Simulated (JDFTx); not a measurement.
# CdTe (F-43m) in JDFTx: notebook

Aim: see how the results for CdTe move with the level of theory and the settings. Levels: PBEsol, LDA. Tasks: single point.

Program: JDFTx 1.7.0 (patched build). These are calculated values, not measurements. Logs are shortened: lines on timing, memory, paths and dates and some standing lists are left out, and cuts for length are marked. The log counts tension as positive stress, the text compression.

**The experiment to reproduce.**

From a printed reference work, data compilation, for a bulk crystal of CdTe at 0 K: band gap 1.607 eV.

The results are compared with them further down.

### 1 The crystal as given

It takes space group F-43m (No. 216, cubic). The conventional cell has a = 6.410 Å, b = 6.410 Å, c = 6.410 Å, α = 90.00°, β = 90.00°, γ = 90.00°. Te (site symmetry -43m) has 4 Cd at 2.78 Å as nearest neighbours. Cd (site symmetry -43m) has 4 Te at 2.78 Å as nearest neighbours.

### 2 Single point, PBEsol

Contents of CdTe.in:

```
lattice \
    0.0000000000     3.2050000000     3.2050000000 \
    3.2050000000     0.0000000000     3.2050000000 \
    3.2050000000     3.2050000000     0.0000000000
latt-scale 1.889726124626 1.889726124626 1.889726124626
coords-type Lattice
ion Te     0.7500000000     0.7500000000     0.7500000000 1
ion Cd     0.0000000000     0.0000000000     0.0000000000 1

ion-species pseudo/Te.upf
ion-species pseudo/Cd.upf
elec-cutoff 51 408
elec-ex-corr gga-PBEsol
kpoint-folding 7 7 7
elec-smearing Gauss 0.0018374661
elec-n-bands 25
electronic-SCF nIterations 100 energyDiffThreshold 1e-09
electronic-minimize nIterations 30 energyDiffThreshold 1e-7
converge-empty-states yes
forces-output-coords Cartesian

dump-name run.$VAR
dump End Ecomponents EigStats BandEigs Kpoints Forces Stress ElecDensity Dtot KEdensity
```

Potentials or basis: PseudoDojo-SR-PBEsol-0.4.1-standard with smoothed tails.

Run with:

```sh
$ jdftx -c 1 -i CdTe.in -o CdTe.out
```

The program printed:

```text
*************** JDFTx 1.7.0 (patched build) ***************

Input parsed successfully to the following command list (including defaults):
[... the input with its defaults ...]

---------- Setting up symmetries ----------

Found 48 point-group symmetries of the bravais lattice
Found 24 space-group symmetries with basis
Applied RMS atom displacement 0 bohrs to make symmetries exact.

---------- Initializing the Grid ----------
R =
[            0      6.05657      6.05657  ]
[      6.05657            0      6.05657  ]
[      6.05657      6.05657            0  ]
unit cell volume = 444.335
G =
[  -0.518708   0.518708   0.518708  ]
[   0.518708  -0.518708   0.518708  ]
[   0.518708   0.518708  -0.518708  ]
Minimum fftbox size, Smin = [  80  80  80  ]
Chosen fftbox size, S = [  80  80  80  ]

---------- Initializing tighter grid for wavefunction operations ----------
R =
[            0      6.05657      6.05657  ]
[      6.05657            0      6.05657  ]
[      6.05657      6.05657            0  ]
unit cell volume = 444.335
G =
[  -0.518708   0.518708   0.518708  ]
[   0.518708  -0.518708   0.518708  ]
[   0.518708   0.518708  -0.518708  ]
Minimum fftbox size, Smin = [  56  56  56  ]
Chosen fftbox size, S = [  56  56  56  ]

---------- Exchange Correlation functional ----------
Initalized PBEsol GGA exchange.
Initalized PBEsol GGA correlation.

---------- Setting up pseudopotentials ----------
Width of ionic core gaussian charges (only for fluid interactions / plotting) set to 0

Reading pseudopotential file 'pseudo/Te.upf':
  'Te' pseudopotential, 'PBESOL' functional
  Generated using ONCVPSP code by D. R. Hamann
  16 valence electrons, 3 orbitals, 6 projectors, 1001 radial grid points, with lMax = 2
    4D    l: 2   occupation: 10.0   eigenvalue: -1.528329
    5S    l: 0   occupation:  2.0   eigenvalue: -0.556831
    5P    l: 1   occupation:  4.0   eigenvalue: -0.219319
  Core radius for overlap checks: 2.04 bohrs.

Reading pseudopotential file 'pseudo/Cd.upf':
  'Cd' pseudopotential, 'PBESOL' functional
  Generated using ONCVPSP code by D. R. Hamann
  20 valence electrons, 4 orbitals, 6 projectors, 1001 radial grid points, with lMax = 2
    4S    l: 0   occupation:  2.0   eigenvalue: -3.888393
    4P    l: 1   occupation:  6.0   eigenvalue: -2.458287
    4D    l: 2   occupation: 10.0   eigenvalue: -0.431057
    5S    l: 0   occupation:  2.0   eigenvalue: -0.209481
  Core radius for overlap checks: 1.32 bohrs.

Initialized 2 species with 2 total atoms.

Folded 1 k-points by 7x7x7 to 343 k-points.

---------- Setting up k-points, bands, fillings ----------
Adding inversion symmetry to k-mesh for non-inversion-symmetric unit cell.
Reduced to 20 k-points under symmetry.
Computing the number of bands and number of electrons
Calculating initial fillings.
nElectrons:  36.000000   nBands: 25   nStates: 20

----- Setting up reduced wavefunction bases (one per k-point) -----
average nbasis = 7728.563 , ideal nbasis = 7729.652

---------- Setting up ewald sum ----------
Optimum gaussian width for ewald sums = 2.750790 bohr.
Real space sum over 1331 unit cells with max indices [  5  5  5  ]
Reciprocal space sum over 2197 terms with max indices [  6  6  6  ]

---------- Allocating electronic variables ----------
Initializing wave functions:  linear combination of atomic orbitals
Note: number of bands (25) exceeds available atomic orbitals (19)
Te pseudo-atom occupations:   s ( 2 )  p ( 4 )  d ( 10 )
Cd pseudo-atom occupations:   s ( 2 2 )  p ( 6 )  d ( 10 )
	FillingsUpdate:  mu: +0.336361053  nElectrons: 36.000000
LCAOMinimize: Iter:   0  F: -261.2308125240292043  |grad|_K:  1.950e-03  alpha:  1.000e+00
	FillingsUpdate:  mu: +0.324049433  nElectrons: 36.000000
LCAOMinimize: Iter:   1  F: -261.2461129530935295  |grad|_K:  5.760e-05  alpha:  6.419e-01  linmin:  1.266e-02  cgtest: -1.166e-01
	FillingsUpdate:  mu: +0.323749024  nElectrons: 36.000000
LCAOMinimize: Iter:   2  F: -261.2461303428258361  |grad|_K:  8.938e-06  alpha:  8.470e-01  linmin:  5.888e-03  cgtest:  8.894e-02
	FillingsUpdate:  mu: +0.323801322  nElectrons: 36.000000
LCAOMinimize: Iter:   3  F: -261.2461306775300613  |grad|_K:  1.154e-06  alpha:  6.722e-01  linmin: -3.453e-05  cgtest:  2.447e-02
	FillingsUpdate:  mu: +0.323806662  nElectrons: 36.000000
LCAOMinimize: Iter:   4  F: -261.2461306845299873  |grad|_K:  6.540e-08  alpha:  8.403e-01  linmin: -8.904e-04  cgtest:  3.000e-03
LCAOMinimize: Converged (|Delta F|<1.000000e-06 for 2 iters).

-------- Electronic minimization -----------
Will mix electronic density at each iteration.
	FillingsUpdate:  mu: +0.323806662  nElectrons: 36.000000
	FillingsUpdate:  mu: +0.316951429  nElectrons: 36.000000
SCF: Cycle:  0   F: -261.314937074608906   dF: -6.881e-02   |Residual|: 9.064e-02   |deigs|: 1.404e-01
	FillingsUpdate:  mu: +0.310577021  nElectrons: 36.000000
SCF: Cycle:  1   F: -261.329568315562483   dF: -1.463e-02   |Residual|: 3.908e-02   |deigs|: 2.233e-02
	FillingsUpdate:  mu: +0.306984484  nElectrons: 36.000000
SCF: Cycle:  2   F: -261.331755271509792   dF: -2.187e-03   |Residual|: 6.917e-03   |deigs|: 1.154e-02
	FillingsUpdate:  mu: +0.307198380  nElectrons: 36.000000
SCF: Cycle:  3   F: -261.331769929322888   dF: -1.466e-05   |Residual|: 2.724e-03   |deigs|: 6.024e-04
	FillingsUpdate:  mu: +0.307547886  nElectrons: 36.000000
SCF: Cycle:  4   F: -261.331774807281249   dF: -4.878e-06   |Residual|: 6.828e-04   |deigs|: 7.149e-04
	FillingsUpdate:  mu: +0.307577741  nElectrons: 36.000000
SCF: Cycle:  5   F: -261.331775627478294   dF: -8.202e-07   |Residual|: 3.302e-04   |deigs|: 8.406e-05
	FillingsUpdate:  mu: +0.307645894  nElectrons: 36.000000
SCF: Cycle:  6   F: -261.331775989360040   dF: -3.619e-07   |Residual|: 1.112e-04   |deigs|: 1.058e-04
	FillingsUpdate:  mu: +0.307641259  nElectrons: 36.000000
SCF: Cycle:  7   F: -261.331776086941488   dF: -9.758e-08   |Residual|: 5.401e-05   |deigs|: 3.077e-05
	FillingsUpdate:  mu: +0.307645921  nElectrons: 36.000000
SCF: Cycle:  8   F: -261.331776116985168   dF: -3.004e-08   |Residual|: 1.220e-05   |deigs|: 2.553e-05
	FillingsUpdate:  mu: +0.307644504  nElectrons: 36.000000
SCF: Cycle:  9   F: -261.331776127241767   dF: -1.026e-08   |Residual|: 1.110e-05   |deigs|: 2.461e-05
	FillingsUpdate:  mu: +0.307643699  nElectrons: 36.000000
SCF: Cycle: 10   F: -261.331776130918342   dF: -3.677e-09   |Residual|: 3.068e-06   |deigs|: 2.286e-05
	FillingsUpdate:  mu: +0.307643630  nElectrons: 36.000000
SCF: Cycle: 11   F: -261.331776132354662   dF: -1.436e-09   |Residual|: 3.516e-06   |deigs|: 2.382e-05
	FillingsUpdate:  mu: +0.307643648  nElectrons: 36.000000
SCF: Cycle: 12   F: -261.331776132964819   dF: -6.102e-10   |Residual|: 1.942e-06   |deigs|: 2.328e-05
	FillingsUpdate:  mu: +0.307643517  nElectrons: 36.000000
SCF: Cycle: 13   F: -261.331776133177584   dF: -2.128e-10   |Residual|: 1.168e-06   |deigs|: 2.453e-05
SCF: Converged (|Delta E|<1.000000e-09 for 2 iters).

Setting wave functions to eigenvectors of Hamiltonian
Converging empty states (this may take a while): |deigs|: 3.575e-04

# Stress tensor in Cartesian coordinates [Eh/a0^3]:
[ -5.85228e-05            0            0  ]
[            0 -5.85228e-05            0  ]
[            0            0 -5.85228e-05  ]

# Ionic positions in lattice coordinates:
ion Te   0.750000000000000   0.750000000000000   0.750000000000000 1
ion Cd   0.000000000000000   0.000000000000000   0.000000000000000 1

# Forces in Cartesian coordinates:
force Te   0.000000000000000  -0.000000000000000   0.000000000000000 1
force Cd  -0.000000000000000  -0.000000000000000   0.000000000000000 1

# Energy components:
   Eewald =     -145.3342091889021788
       EH =       93.7452240017886851
     Eloc =     -272.5983676015113701
      Enl =      -25.5281467422843527
      Exc =      -48.4505843881409461
 Exc_core =       18.5830087154365735
       KE =      118.2512990704488800
-------------------------------------
     Etot =     -261.3317761331647944
       TS =        0.0000000000128099
-------------------------------------
        F =     -261.3317761331775841

IonicMinimize: Iter:   0  F: -261.331776133177584  |grad|_K:       -nan
IonicMinimize: None of the convergence criteria satisfied after 0 iterations.

#--- Lowdin population analysis ---
# oxidation-state Te -0.919
# oxidation-state Cd +1.141

Dumping 'run.eigStats' ...
	eMin: -3.459074 at state 0 ( [ +0.000000 +0.000000 +0.000000 ] spin 0 )
	HOMO: +0.293487 at state 0 ( [ +0.000000 +0.000000 +0.000000 ] spin 0 )
	mu  : +0.307644
	LUMO: +0.321283 at state 0 ( [ +0.000000 +0.000000 +0.000000 ] spin 0 )
	eMax: +0.747768 at state 14 ( [ +0.000000 +0.428571 +0.428571 ] spin 0 )
	HOMO-LUMO gap: +0.027796
	Optical gap  : +0.027796 at state 0 ( [ +0.000000 +0.000000 +0.000000 ] spin 0 )
Done!
[note: the Lowdin charges miss the electrons that lie outside the files' atomic orbitals]
[note: mu as printed may lie anywhere between the filled and the empty levels]
```

Wall time 2.6 min (1 thread of AMD EPYC 7R43 (Zen 3), shared host); peak memory 0.28 GiB.

Results:

```
Free energy            : -7111.1999 eV
Pressure               : 1.7 GPa
Band gap on the k mesh : 0.76 eV, direct
```

Levels at points of the mesh, in eV from the valence-band top:
```csv
k point,band 14,band 15,band 16,band 17,band 18,band 19,band 20,band 21,band 22,band 23
"(0.00, 0.00, 0.00)",-8.07,-8.07,0.00,0.00,0.00,0.76,4.55,4.55,4.55,7.42
```

Caveat: spin-orbit coupling is left out, which moves the levels of the heavy elements.

### 3 Single point, LDA

Contents of CdTe.in:

```
include CdTe.lattice
coords-type Lattice
include CdTe.ionpos

ion-species pseudo/Te.upf
ion-species pseudo/Cd.upf
elec-cutoff 51 408
elec-ex-corr lda-PW
kpoint-folding 7 7 7
elec-smearing Gauss 0.00091873305
elec-n-bands 25
electronic-SCF nIterations 100 energyDiffThreshold 1e-09
electronic-minimize nIterations 30 energyDiffThreshold 1e-7
converge-empty-states yes
forces-output-coords Cartesian

dump-name run.$VAR
dump End Ecomponents EigStats BandEigs Kpoints Forces Stress ElecDensity Dtot KEdensity
```

Contents of CdTe.lattice:

```
lattice \
    0.0000000000     6.0565722294     6.0565722294 \
    6.0565722294     0.0000000000     6.0565722294 \
    6.0565722294     6.0565722294     0.0000000000
```

Contents of CdTe.ionpos:

```
ion Te     0.7500000000     0.7500000000     0.7500000000 1
ion Cd     0.0000000000     0.0000000000     0.0000000000 1
```

Potentials or basis: PseudoDojo-SR-LDA-0.4.1-standard with smoothed tails.

Run with:

```sh
$ jdftx -c 1 -i CdTe.in -o CdTe.out
```

Wall time 2.8 min (1 thread of AMD EPYC 7R43 (Zen 3), shared host); peak memory 0.27 GiB.

The run converged. Its results:

- Free energy: -7119.5598 eV
- Pressure: 0.0 GPa
- Band gap on the k mesh: 0.61 eV, direct

Levels at points of the mesh, in eV from the valence-band top:
```tsv
k point	band 16	band 17	band 18	band 19	band 20	band 21
(0.00, 0.00, 0.00)	0.00	0.00	0.00	0.61	4.52	4.52
```

Caveat: spin-orbit coupling is left out, which moves the levels of the heavy elements.

### 4 Comparison with measurements

Step 2. Measured gap of CdTe: 1.607 eV (0 K; a printed reference work, data compilation). This calculation gives 0.76 eV (-0.85 eV). Spin-orbit coupling on Cd, Te is left out. The value is that of PBEsol, without temperature or zero-point motion. Semilocal functionals fall short of measured gaps as a rule.

Step 3. Measured gap of CdTe: 1.607 eV (0 K; a printed reference work, data compilation). This calculation gives 0.61 eV (-1.00 eV). Spin-orbit coupling on Cd, Te is left out. The value is that of LDA, without temperature or zero-point motion. Semilocal functionals fall short of measured gaps as a rule.
